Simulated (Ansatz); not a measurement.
## Calculated quadrupolar parameters for ZnS

The cell is a computed structure from the Materials Project (it need not be an observed phase), atoms as given.

```
CELL_PARAMETERS angstrom
3.80879 0.00000 0.00000
-1.90439 3.29851 0.00000
0.00000 0.00000 87.11079
ATOMIC_POSITIONS crystal
Zn 0.00000 0.00000 0.07143
Zn 0.33333 0.66667 0.32143
Zn 0.33333 0.66667 0.21430
Zn 0.66667 0.33333 0.14286
Zn 0.66667 0.33333 0.35714
Zn 0.00000 0.00000 0.39287
Zn 0.66667 0.33333 0.46429
Zn 0.00000 0.00000 0.82142
Zn 0.33333 0.66667 0.64286
Zn 0.66667 0.33333 0.57143
Zn 0.66667 0.33333 0.78571
Zn 0.33333 0.66667 0.53572
Zn 0.66667 0.33333 0.85716
Zn 0.33333 0.66667 0.89286
Zn 0.00000 0.00000 0.28572
Zn 0.00000 0.00000 0.60714
Zn 0.66667 0.33333 0.67857
Zn 0.00000 0.00000 0.71429
Zn 0.33333 0.66667 0.10714
Zn 0.00000 0.00000 0.92857
Zn 0.66667 0.33333 0.03573
Zn 0.00000 0.00000 0.17857
Zn 0.33333 0.66667 0.00000
Zn 0.00000 0.00000 0.50000
Zn 0.66667 0.33333 0.96429
Zn 0.33333 0.66667 0.42857
Zn 0.66667 0.33333 0.25000
Zn 0.33333 0.66667 0.75000
S 0.00000 0.00000 0.20536
S 0.33333 0.66667 0.34821
S 0.66667 0.33333 0.81247
S 0.66667 0.33333 0.99104
S 0.33333 0.66667 0.45535
S 0.33333 0.66667 0.02680
S 0.00000 0.00000 0.63393
S 0.00000 0.00000 0.84823
S 0.33333 0.66667 0.91964
S 0.00000 0.00000 0.41965
S 0.00000 0.00000 0.09821
S 0.33333 0.66667 0.13393
S 0.00000 0.00000 0.31250
S 0.66667 0.33333 0.88393
S 0.00000 0.00000 0.52678
S 0.66667 0.33333 0.38393
S 0.33333 0.66667 0.66964
S 0.33333 0.66667 0.77678
S 0.66667 0.33333 0.59821
S 0.33333 0.66667 0.24107
S 0.00000 0.00000 0.74107
S 0.00000 0.00000 0.95535
S 0.66667 0.33333 0.70535
S 0.66667 0.33333 0.27679
S 0.66667 0.33333 0.06250
S 0.66667 0.33333 0.49107
S 0.33333 0.66667 0.56250
S 0.66667 0.33333 0.16964
```

Sites (sets of like atoms) are named by element and the number of their first atom in this list.

Computed with Ansatz: DFT, PBE, plane waves and PAW, scalar-relativistic, 420 eV cutoff, Γ-centred 8×8×1 k-points, Fermi–Dirac smearing 0.02 eV.

C_Q = eQV_zz/h, which is 24.18 MHz for Q = 1 b and V_zz = 10²¹ V/m²; η = (V_xx − V_yy)/V_zz.

⁶⁷Zn: I = 5/2, Q = 122.0 mb; ³³S: I = 3/2, Q = -69.40 mb. Q values from Pyykkö, Mol. Phys. 116, 1328 (2018).

```json
{"site": "Zn1", "atoms (order as listed)": "1, 5, 26", "first shell": "4 S at 2.33 Å", "V_zz (10²¹ V/m²)": "0.012", "η": "0.00", "C_Q (MHz)": "0.036"}
{"site": "Zn2", "atoms (order as listed)": "2, 17, 24, 27", "first shell": "4 S at 2.33 Å", "V_zz (10²¹ V/m²)": "0.008", "η": "0.00", "C_Q (MHz)": "0.024"}
{"site": "Zn3", "atoms (order as listed)": "3, 4, 7, 10, 12, 14", "first shell": "4 S at 2.33 Å", "V_zz (10²¹ V/m²)": "<0.005", "η": "–", "C_Q (MHz)": "≈0"}
{"site": "Zn6", "atoms (order as listed)": "6, 15, 16, 19, 20, 22", "first shell": "4 S at 2.33 Å", "V_zz (10²¹ V/m²)": "0.005", "η": "0.00", "C_Q (MHz)": "0.014"}
{"site": "Zn8", "atoms (order as listed)": "8", "first shell": "4 S at 2.33–2.34 Å", "V_zz (10²¹ V/m²)": "-0.096", "η": "0.00", "C_Q (MHz)": "-0.284"}
{"site": "Zn9", "atoms (order as listed)": "9, 11", "first shell": "4 S at 2.33 Å", "V_zz (10²¹ V/m²)": "<0.005", "η": "–", "C_Q (MHz)": "≈0"}
{"site": "Zn13", "atoms (order as listed)": "13, 21", "first shell": "4 S at 2.33 Å", "V_zz (10²¹ V/m²)": "0.048", "η": "0.00", "C_Q (MHz)": "0.142"}
{"site": "Zn18", "atoms (order as listed)": "18", "first shell": "4 S at 2.33 Å", "V_zz (10²¹ V/m²)": "-0.004", "η": "0.00", "C_Q (MHz)": "-0.012"}
{"site": "Zn23", "atoms (order as listed)": "23", "first shell": "4 S at 2.33–2.34 Å", "V_zz (10²¹ V/m²)": "-0.10", "η": "0.00", "C_Q (MHz)": "-0.300"}
{"site": "Zn25", "atoms (order as listed)": "25", "first shell": "4 S at 2.33 Å", "V_zz (10²¹ V/m²)": "-0.008", "η": "0.00", "C_Q (MHz)": "-0.024"}
{"site": "Zn28", "atoms (order as listed)": "28", "first shell": "4 S at 2.33 Å", "V_zz (10²¹ V/m²)": "0.016", "η": "0.00", "C_Q (MHz)": "0.046"}
{"site": "S29", "atoms (order as listed)": "29, 42, 44", "first shell": "4 Zn at 2.33 Å", "V_zz (10²¹ V/m²)": "0.026", "η": "0.00", "C_Q (MHz)": "-0.044"}
{"site": "S30", "atoms (order as listed)": "30, 33, 35, 53, 55, 56", "first shell": "4 Zn at 2.33 Å", "V_zz (10²¹ V/m²)": "0.020", "η": "0.00", "C_Q (MHz)": "-0.034"}
{"site": "S31", "atoms (order as listed)": "31", "first shell": "4 Zn at 2.33 Å", "V_zz (10²¹ V/m²)": "0.064", "η": "0.00", "C_Q (MHz)": "-0.107"}
{"site": "S32", "atoms (order as listed)": "32", "first shell": "4 Zn at 2.33 Å", "V_zz (10²¹ V/m²)": "0.067", "η": "0.00", "C_Q (MHz)": "-0.113"}
{"site": "S34", "atoms (order as listed)": "34", "first shell": "4 Zn at 2.33–2.34 Å", "V_zz (10²¹ V/m²)": "0.16", "η": "0.00", "C_Q (MHz)": "-0.272"}
{"site": "S36", "atoms (order as listed)": "36", "first shell": "4 Zn at 2.33–2.34 Å", "V_zz (10²¹ V/m²)": "0.16", "η": "0.00", "C_Q (MHz)": "-0.276"}
{"site": "S37", "atoms (order as listed)": "37, 41, 45, 47, 48, 50, …", "first shell": "4 Zn at 2.33 Å", "V_zz (10²¹ V/m²)": "0.018", "η": "0.00", "C_Q (MHz)": "-0.031"}
{"site": "S38", "atoms (order as listed)": "38, 46, 54", "first shell": "4 Zn at 2.33 Å", "V_zz (10²¹ V/m²)": "0.015", "η": "0.00", "C_Q (MHz)": "-0.025"}
{"site": "S39", "atoms (order as listed)": "39, 40, 43", "first shell": "4 Zn at 2.33 Å", "V_zz (10²¹ V/m²)": "0.023", "η": "0.00", "C_Q (MHz)": "-0.038"}
{"site": "S49", "atoms (order as listed)": "49", "first shell": "4 Zn at 2.33 Å", "V_zz (10²¹ V/m²)": "0.012", "η": "0.00", "C_Q (MHz)": "-0.020"}
{"site": "S51", "atoms (order as listed)": "51", "first shell": "4 Zn at 2.33 Å", "V_zz (10²¹ V/m²)": "0.025", "η": "0.00", "C_Q (MHz)": "-0.042"}
```

An axis of threefold or higher order runs through Zn1, Zn2, Zn6, Zn8, Zn13 and Zn18 and others, so V_zz lies along it and η is zero.

The run took 11 min of wall time (11 min of CPU time) and 3 GiB at its peak, on 1 thread of Intel Xeon Platinum 8259CL CPU @ 2.50GHz (Skylake/Cascade Lake) (x86_64; 16 cores open to the job, memory cap 3.0 GiB, no GPU), a shared host with a load of 0.2 a core.
